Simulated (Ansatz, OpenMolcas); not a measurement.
Worked example: the enthalpy of formation of C4H6 (cyclobutene)

The species is C4H6 (10 atoms), meant as a singlet with charge 0. As SMILES, `C1=CCC1`. The shape is that of a PBE0-D4/def2-TZVP optimisation.

```xyz
10

C    -0.3300    1.0105   -0.3864
C    -1.0950    0.1218    0.2496
C     0.0157   -0.8842    0.4151
C     0.9093    0.1540   -0.3279
H    -0.5164    1.9948   -0.8009
H    -2.1375    0.1115    0.5470
H    -0.1188   -1.8334   -0.1107
H     0.3175   -1.0959    1.4446
H     1.7373    0.5536    0.2640
H     1.3010   -0.1840   -1.2913
```

Total energies at BLYP/def2-SVP (OpenMolcas 26.06); the atoms run unrestricted:

| species | state | energy (Eh) |
| --- | --- | --- |
| C4H6 | singlet | -155.766905 |
| C | triplet | -37.800699 |
| H | doublet | -0.496404 |

Harmonic wavenumbers at PBE0-D4/def2-TZVP, in cm⁻¹: 320, 649, 862, 871, 917, 918, 944, 1012, 1039, 1101, 1147, 1172, 1221, 1238, 1331, 1456, 1479, 1653, 3056, 3061, 3097, 3111, 3188, 3220.

Measured heats of formation of the gaseous atoms at 298.15 K, in kJ/mol: C 716.9, H 218.0. Spin-orbit lowering of the atoms at 298 K (mean of the ground term's levels less their thermal mean, from spectra), in kJ/mol: C 0.02. Take 1 Eh = 2625.50 kJ/mol, 1 cm⁻¹ = 0.0119627 kJ/mol, RT = 2.479 kJ/mol.

**Question.** What heat of formation follows?

**Answer.** 
1. Electronic atomisation energy: 4 × (-37.800699) + 6 × (-0.496404) − (-155.766905) = 1.585685 Eh = 4163.2 kJ/mol.
2. Zero-point energy: half the sum of the wavenumbers, 19031.5 cm⁻¹ = 227.7 kJ/mol.
3. Thermal vibrational enthalpy, Σ hcν̃/(exp(hcν̃/kT) − 1): 2.6 kJ/mol. Translation, rotation and pV of a non-linear molecule: 4 RT = 9.9 kJ/mol.
4. The 10 free atoms carry 5/2 RT each: 62.0 kJ/mol.
5. Spin-orbit coupling lowers the free atoms by 4 × 0.02 = 0.1 kJ/mol.
6. Atomisation enthalpy at 298 K: 4163.2 − 0.1 − 227.7 − 2.6 − 9.9 + 62.0 = 3984.9 kJ/mol.
7. Sum of the atoms' heats of formation: 4175.6 kJ/mol. Heat of formation: 4175.6 − 3984.9 = +190.7 kJ/mol.

The tabulated value is +156.9 kJ/mol (Active Thermochemical Tables), so this level is off by +33.8 kJ/mol, or 0.8 % of the atomisation enthalpy. Anharmonicity and any spin-orbit splitting of the molecule are left out.
